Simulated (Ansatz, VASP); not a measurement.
# Cross-check of ZnS (Sphalerite) between VASP and Ansatz, part 2 of 2

Wanted: the spread between two codes on one cell, functional and k mesh. The cell is taken from a series of VASP runs on this material, whose earlier steps may have relaxed, scaled or displaced it; both programs get it as it stands.

VASP 6.6.1 and Ansatz 0.2.0.

So far. Step 2 (VASP: band structure, PBE): The run ends at a pressure of 1.38 GPa.

## (6) VASP: band structure, r2SCAN

Level of this step: r2SCAN; plane waves and PAW (Zn, S) (VASP).

The same cell, functional, mesh and smearing now go to VASP, with its own data sets and cutoff.

File INCAR:

```
SYSTEM = ZnS
PREC = Accurate
ENCUT = 350
EDIFF = 1E-06
NELM = 100
ISMEAR = 0
SIGMA = 0.03
LREAL = .FALSE.
ALGO = Normal
METAGGA = R2SCAN
LASPH = .TRUE.
NBANDS = 21
LORBIT = 11
LWAVE = .FALSE.
LCHARG = .FALSE.
KPAR = 4
```

File POSCAR:

```
ZnS
1.0
    0.0000000000      2.7046500000      2.7046500000
    2.7046500000      0.0000000000      2.7046500000
    2.7046500000      2.7046500000      0.0000000000
Zn S
1 1
Direct
    0.0000000000      0.0000000000      0.0000000000
    0.7500000000      0.7500000000      0.7500000000
```

File KPOINTS:

```
Automatic mesh
0
Gamma
8 8 8
0 0 0
```

File KPOINTS_OPT:

```
Line mode
10
Line-mode
Reciprocal
  0.00000000   0.00000000   0.00000000 GAMMA
  0.50000000   0.00000000   0.50000000 X

  0.50000000   0.00000000   0.50000000 X
  0.50000000   0.25000000   0.75000000 W

  0.50000000   0.25000000   0.75000000 W
  0.37500000   0.37500000   0.75000000 K

  0.37500000   0.37500000   0.75000000 K
  0.00000000   0.00000000   0.00000000 GAMMA

  0.00000000   0.00000000   0.00000000 GAMMA
  0.50000000   0.50000000   0.50000000 L

  0.50000000   0.50000000   0.50000000 L
  0.62500000   0.25000000   0.62500000 U

  0.62500000   0.25000000   0.62500000 U
  0.50000000   0.25000000   0.75000000 W

  0.50000000   0.25000000   0.75000000 W
  0.50000000   0.50000000   0.50000000 L

  0.50000000   0.50000000   0.50000000 L
  0.37500000   0.37500000   0.75000000 K

  0.62500000   0.25000000   0.62500000 U
  0.50000000   0.00000000   0.50000000 X
```

PAW data sets: Zn and S (PBE family, release 64).

Launch:

```bash
> mpirun -np 4 vasp_std
```

Numbers of over 12 decimals in the logs are rounded to 6 here.

Output:

```text
[banner, memory and clock lines left out]
running    4 mpi-ranks, on    1 nodes
[...]
|                                                                             |
|               ----> ADVICE to this user running VASP <----                  |
|                                                                             |
|     You enforced a specific xc type in the INCAR file but a different       |
|     [... a line on the potential file left out ...]
|     I HOPE YOU KNOW WHAT YOU ARE DOING!                                     |
|                                                                             |

 LDA part: xc-table for (None), standard interpolation
 POSCAR, INCAR and KPOINTS ok, starting setup
[...]
entering main loop
       N       E                     dE             d eps       ncg     rms          rms(c)
DAV:   1     0.805463724299E+02    0.80546E+02   -0.66896E+03  1231   0.795E+02
DAV:   2    -0.141787800120E+02   -0.94725E+02   -0.86321E+02  1263   0.206E+02
[...]
DAV:  14    -0.188540478440E+02   -0.20535E-05   -0.41720E-07   739   0.168E-02    0.347E-03
DAV:  15    -0.188540489759E+02   -0.11318E-05   -0.11183E-07   674   0.496E-03    0.269E-03
DAV:  16    -0.188540488595E+02    0.11641E-06   -0.40957E-08   669   0.357E-03
   1 F= -.18854049E+02 E0= -.18854049E+02  d E =-.288947E-15
 Start KPOINTS_OPT (optional k-point list driver)
k-point batch [1-29\100]
       N       E                     dE             ncg
DAV:   1     0.881345189033E+03   -0.13336E+05     1234
DAV:   2    -0.180569559599E+04   -0.26870E+04     1266
DAV:   3    -0.201679170823E+04   -0.21110E+03     1447
DAV:   4    -0.201905874817E+04   -0.22670E+01     1408
DAV:   5    -0.201906948655E+04   -0.10738E-01     1437
DAV:   6    -0.201906957339E+04   -0.86839E-04     1451
DAV:   7    -0.201906957426E+04   -0.87173E-06     1289
[...]
k-point batch [88-100\100]
       N       E                     dE             ncg
DAV:   1     0.851431450905E+04   -0.70024E+04      559
DAV:   2     0.731189504555E+04   -0.12024E+04      559
DAV:   3     0.722007650559E+04   -0.91819E+02      669
DAV:   4     0.721913200463E+04   -0.94450E+00      601
DAV:   5     0.721912743022E+04   -0.45744E-02      670
DAV:   6     0.721912738947E+04   -0.40754E-04      606
DAV:   7     0.721912738899E+04   -0.47988E-06      648
```

From OUTCAR (step 6):

```text
  Total       -0.2859491     -0.2859491     -0.2859491      0.0000000      0.0000000     -0.0000000
  in kB      -11.5780681    -11.5780681    -11.5780681      0.0000000      0.0000000     -0.0000000
  external PRESSURE =     -11.5780681 kB  Pullay stress =       0.0000000 kB

 POSITION                                       TOTAL-FORCE (eV/Angst)
 -----------------------------------------------------------------------------------
      0.00000      0.00000      0.00000         0.000000      0.000000      0.000000
      4.05697      4.05697      4.05697        -0.000000     -0.000000     -0.000000
 -----------------------------------------------------------------------------------
    total drift:                               -0.000009     -0.000009     -0.000009

  FREE ENERGIE OF THE ION-ELECTRON SYSTEM (eV)
  ---------------------------------------------------
  free  energy   TOTEN  =       -18.8540488595 eV

  energy  without entropy=      -18.8540488595  energy(sigma->0) =      -18.85404886

[... 2 parts as in an earlier step ...]

[... 1 further part left out ...]
[key lines of the parts left out:]
E-fermi :   1.9613
```

The run ends at a pressure of -1.16 GPa.

## (7) Side by side

What differs besides the data sets and the points named for the pairs above, as far as they apply: VASP keeps PBE cores, Ansatz makes them for the functional; the cutoff is 500 eV in Ansatz and 350 eV in VASP. Total energies have different zeros and are not compared.

The two programs side by side:

```tsv
quantity	Ansatz	VASP	difference
pressure (GPa)	-0.86	-1.16	+0.30
gap over the path points (eV)	2.651	2.656	-0.005
```

Levels at points of the path, from each program's valence-band top (eV; 4 filled, then empty):

```tsv
k (reciprocal lattice)	Ansatz	VASP
0.000 0.000 0.000	-5.95 0.00 0.00 0.00 2.65 6.87 6.87	-5.93 0.00 0.00 0.00 2.66 6.90 6.90
0.167 0.000 0.167	-5.93 -1.53 -0.68 -0.68 4.33 5.74 7.97	-5.91 -1.53 -0.68 -0.68 4.33 5.75 8.01
0.333 0.000 0.333	-5.89 -3.49 -1.78 -1.78 4.30 4.91 9.99	-5.87 -3.49 -1.78 -1.78 4.30 4.92 10.02
0.500 0.000 0.500	-5.73 -4.60 -2.27 -2.27 3.73 4.47 11.71	-5.71 -4.60 -2.27 -2.27 3.73 4.48 11.73
0.500 0.083 0.583	-5.69 -4.61 -2.41 -2.40 4.14 4.86 10.93	-5.67 -4.61 -2.41 -2.41 4.15 4.87 10.98
0.500 0.194 0.694	-5.57 -4.62 -2.74 -2.72 5.58 6.16 9.03	-5.55 -4.62 -2.74 -2.72 5.59 6.18 9.06
0.500 0.250 0.750	-5.55 -4.62 -2.79 -2.78 6.04 6.57 8.44	-5.53 -4.62 -2.80 -2.78 6.05 6.58 8.47
0.458 0.292 0.750	-5.57 -4.63 -3.00 -2.44 5.60 6.48 8.67	-5.55 -4.63 -3.00 -2.44 5.61 6.49 8.71
0.403 0.347 0.750	-5.60 -4.66 -3.15 -1.93 4.66 6.42 9.65	-5.58 -4.66 -3.15 -1.93 4.66 6.44 9.70
0.375 0.375 0.750	-5.61 -4.66 -3.17 -1.85 4.51 6.41 9.91	-5.59 -4.66 -3.17 -1.85 4.51 6.43 9.96
```

Among the levels compared at these points, filled levels agree within 25 meV and empty ones within 49 meV.

## (8) Ansatz: dielectric response, LDA

The response to a field tests empty states and converges slowly with the mesh.

The cell is taken from a series of VASP runs on this material, whose earlier steps may have relaxed, scaled or displaced it; both programs get it as it stands.

File input.yaml:

```yaml
crystal:
  lattice:
    - [0.0, 2.70465, 2.70465]
    - [2.70465, 0.0, 2.70465]
    - [2.70465, 2.70465, 0.0]
  atoms:
    - { symbol: Zn, position: [0.0, 0.0, 0.0] }
    - { symbol: S, position: [0.75, 0.75, 0.75] }
hamiltonian:
  xc: lda
  pseudopotentials: { kind: paw }
kpoints:
  mp_grid: { grid: [10, 10, 10] }
scf:
  occupations: { method: fixed }
dielectric:
  method: response
```

Launch:

```bash
> ansatz run input.yaml --threads 2 --pin off --max-ram 4608MiB --backend cpu --events-out ev --progress --plain --runs-dir out
```

Output:

```text
[...]
Crystal: 2 atoms, lattice volume = 39.570 Å³
Basis set: ecut = 420 eV, 749 PW (Γ), exchange–correlation on 54×54×54 points (8 copies of the dense FFT grid, shifted against one another)
Bands: 13, of which v1, the nominal top of the filled ones, is band 9 counted from 1 (8 counted from 0)
Symmetry: 24 space group operations
k-points: 171 of 1000 (irreducible under 4 space group operations, time reversal used)
[...]
site 0:
         1.99030    0.00000   -0.00000
        -0.00000    1.99030    0.00000
         0.00000    0.00000    1.99030
    site 1:
        -1.99030   -0.00000    0.00000
         0.00000   -1.99030   -0.00000
        -0.00000   -0.00000   -1.99030
  Z* charge neutrality: 5.838e-5 e pre-enforcement
  solved inside a basis spanned on kpoints, on 10×10×10 k-points, its susceptibility summed on 14×14×14: ε∞ is read to err by 1.6e-2, Z* by 1.2e-2 e (field_mesh: kpoints solves on kpoints); Z* is corrected for what the basis lacks
[key lines of the parts left out:]
SCF converged after 8 iterations
Free energy (F): -4117.401445 eV
Fermi energy:    5.468213 eV
```

It took 23 s on 2 threads of Arm Neoverse V2, shared host; peak memory 0.55 GiB.

## (9) VASP: dielectric response, LDA

The same cell, functional (in two slightly different forms) and mesh now go to VASP, with its own data sets and cutoff.

File INCAR:

```
SYSTEM = ZnS
PREC = Accurate
ENCUT = 350
EDIFF = 1E-08
NELM = 100
ISMEAR = 0
SIGMA = 0.01
LREAL = .FALSE.
ALGO = Normal
GGA = CA
NBANDS = 15
LORBIT = 11
LWAVE = .FALSE.
LCHARG = .FALSE.
KPAR = 4
LEPSILON = .TRUE.
```

POSCAR is that of step 6.

File KPOINTS:

```
Automatic mesh
0
Gamma
10 10 10
0 0 0
```

The projector-augmented-wave data sets are Zn and S (LDA family, release 64).

Launch:

```bash
> mpirun -np 4 vasp_std
```

Output:

```text
[banner, memory and clock lines left out]
running    4 mpi-ranks, on    1 nodes
[...]
LDA part: xc-table for (Slater(with rela. corr.)+CA(PZ))
 , standard interpolation
 POSCAR, INCAR and KPOINTS ok, starting setup
[...]
entering main loop
       N       E                     dE             d eps       ncg     rms          rms(c)
DAV:   1     0.729098192886E+02    0.72910E+02   -0.72591E+03  1410   0.111E+03
DAV:   2    -0.412276546280E+01   -0.77033E+02   -0.72761E+02  1627   0.224E+02
DAV:   3    -0.855432751110E+01   -0.44316E+01   -0.44189E+01  1760   0.572E+01
DAV:   4    -0.859722500110E+01   -0.42897E-01   -0.42891E-01  1718   0.594E+00
[...]
DAV:  12    -0.817253939406E+01   -0.10219E-06   -0.79906E-07  1725   0.682E-03    0.162E-03
DAV:  13    -0.817253936944E+01    0.24623E-07   -0.63465E-08  2084   0.339E-03    0.554E-04
DAV:  14    -0.817253936985E+01   -0.41041E-09   -0.59294E-09   992   0.566E-04
   1 F= -.81725394E+01 E0= -.81725394E+01  d E =-.425097E-39
[...]
RMM:  11    -0.600563073136E+00    0.22997E-07   -0.57128E-09  8188   0.154E-04    0.205E-05
RMM:  12    -0.600562916383E+00    0.15675E-06    0.24583E-08  4986   0.597E-05    0.277E-06
 change of polarisation eV/A/(eV/A) component  2 :     0.223     1.140     0.120
 dielectric tensor                  component  2 :     1.022     6.213     0.548
 Linear response to external field, progress :
  Direction:   3
       N       E                     dE             d eps       ncg     rms          rms(c)
RMM:   1    -0.588620338831E+00   -0.58862E+00   -0.23537E+00  6987   0.371E+00
RMM:   2    -0.623303573759E+00   -0.34683E-01   -0.14518E-02  9241   0.796E-01    0.146E+00
RMM:   3    -0.585819082176E+00    0.37484E-01   -0.26615E-02  8937   0.860E-01    0.760E-01
RMM:   4    -0.592164986356E+00   -0.63459E-02   -0.19057E-02  9125   0.725E-01    0.183E-01
[...]
RMM:  10    -0.600562855721E+00   -0.49953E-05   -0.50556E-08  8928   0.367E-04    0.166E-04
RMM:  11    -0.600561234557E+00    0.16212E-05   -0.13651E-08  8198   0.154E-04    0.207E-05
RMM:  12    -0.600562348669E+00   -0.11141E-05    0.14037E-08  5003   0.597E-05    0.275E-06
 change of polarisation eV/A/(eV/A) component  3 :     0.181     0.209     1.140
 dielectric tensor                  component  3 :     0.827     0.956     6.213
 Born effective charges drift removed
```

Parts of OUTCAR (step 9):

```text
  Total       -1.1774038     -1.1774038     -1.1774038      0.0000000     -0.0000000     -0.0000000
  in kB      -47.6730358    -47.6730358    -47.6730358      0.0000000     -0.0000000     -0.0000000
  external PRESSURE =     -47.6730358 kB  Pullay stress =       0.0000000 kB

 POSITION                                       TOTAL-FORCE (eV/Angst)
 -----------------------------------------------------------------------------------
      0.00000      0.00000      0.00000         0.000000     -0.000000     -0.000000
      4.05697      4.05697      4.05697        -0.000000      0.000000      0.000000
 -----------------------------------------------------------------------------------
    total drift:                               -0.000001     -0.000001     -0.000001

 MACROSCOPIC STATIC DIELECTRIC TENSOR (including local field effects in DFT)
 ------------------------------------------------------
           6.212601    -0.000000    -0.000000
           0.000000     6.212601     0.000000
           0.000000     0.000000     6.212601
 ------------------------------------------------------

[... 1 part as in an earlier step ...]

[... 1 further part left out ...]
```

Energies printed during the response cycles are not total energies of the cell. The dielectric response converges more slowly with the mesh than energies do, so tensor and charges may still move on a finer one.

## (10) Side by side

What differs besides the data sets and the points named for the pairs above, as far as they apply: the two LDA forms differ slightly; VASP's response is taken on the typed mesh, Ansatz refines its own for the field response alone; VASP's log shows a relativistic correction to its local exchange, Ansatz's none. Total energies have different zeros and are not compared.

Compared:

```tsv
quantity	Ansatz	VASP	difference
ε∞ xx	6.23	6.21	+0.31 %
ε∞ yy	6.23	6.21	+0.31 %
ε∞ zz	6.23	6.21	+0.31 %
Born charge of Zn1 (mean of the diagonal) (e)	1.99	2.00	-0.01
Born charge of S2 (mean of the diagonal) (e)	-1.99	-2.00	+0.01
```

## (11) What came out

```json
{
  "difference in gap over the path points (band structure, PBE)": "3.0e-4 eV",
  "difference in gap over the path points (band structure, r2SCAN)": "-0.0051 eV",
  "difference in ε∞ xx (dielectric response, LDA)": "0.31 %"
}
```

In words: The difference in gap over the path points is -0.0051 eV (band structure, r2SCAN), within the 0.08 eV picked in this series as the mark of a large difference. 1 further run of this series is not shown here. How closely two codes agree says nothing of how well the functional describes the real material.

[Lines on the potential files, build, host, timing and source positions are cut from VASP's logs without a mark.]

[Logs are printed without paths, hosts, clocks, repeated set-up lines and the standing remarks that a program may print on its own settings, such as how far it seeks lower states.]

[Hosts, paths, dates, database ids (printed as entryN), source tags and the programs' standing remarks are cut or masked in the printed files.]
